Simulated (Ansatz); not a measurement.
## Equation of state of MoS2 from a dense series

```yaml
crystal:
  lattice:
    - [3.16100, 0.00000, 0.00000]
    - [-1.58050, 2.73751, 0.00000]
    - [0.00000, 0.00000, 12.29500]
  atoms:
    - { symbol: Mo, position: [0.33333, 0.66667, 0.25000] }
    - { symbol: Mo, position: [0.66667, 0.33333, 0.75000] }
    - { symbol: S, position: [0.33333, 0.66667, 0.62750] }
    - { symbol: S, position: [0.66667, 0.33333, 0.12750] }
    - { symbol: S, position: [0.33333, 0.66667, 0.87250] }
    - { symbol: S, position: [0.66667, 0.33333, 0.37250] }
```

Atom numbers follow the list: Mo1, Mo2, S3, S4, S5, S6.

The cell comes from COD entry 9007660, which wasn't checked; take it as a given geometry.

These are results of DFT, PBE, all-electron LAPW, scalar-relativistic (Ansatz 0.2.0), not measurements.

Numerical set-up: a Γ-centred 10×10×3 k mesh, Fermi–Dirac smearing of 0.03 eV, basis error target 1 meV/atom, no spin polarisation.

The cell is scaled evenly. Fractional coordinates are held (clamped ions).

```json
{"V (Å³/atom)": "16.668", "P (GPa)": "21.22"}
{"V (Å³/atom)": "17.023", "P (GPa)": "16.69"}
{"V (Å³/atom)": "17.377", "P (GPa)": "12.60"}
{"V (Å³/atom)": "17.555", "P (GPa)": "10.71"}
{"V (Å³/atom)": "17.732", "P (GPa)": "8.91"}
{"V (Å³/atom)": "17.909", "P (GPa)": "7.20"}
{"V (Å³/atom)": "18.087", "P (GPa)": "5.58"}
{"V (Å³/atom)": "18.796", "P (GPa)": "-0.15"}
```

Task: Fit a third-order Birch–Murnaghan curve to the pressures.

Result: P = (3B0/2)(y^(7/2) − y^(5/2))[1 + (3/4)(B0′ − 4)(y − 1)] with y = (V0/V)^(2/3) fits within 0.01 GPa for V0 = 18.775 Å³/atom, B0 = 137.7 GPa and B0′ = 4.32.

Task: Predict the pressure at the withheld volume, 18.441 Å³/atom.

Result: There y = 1.0120, so the fit gives 2.57 GPa; the run gave 2.57 GPa.
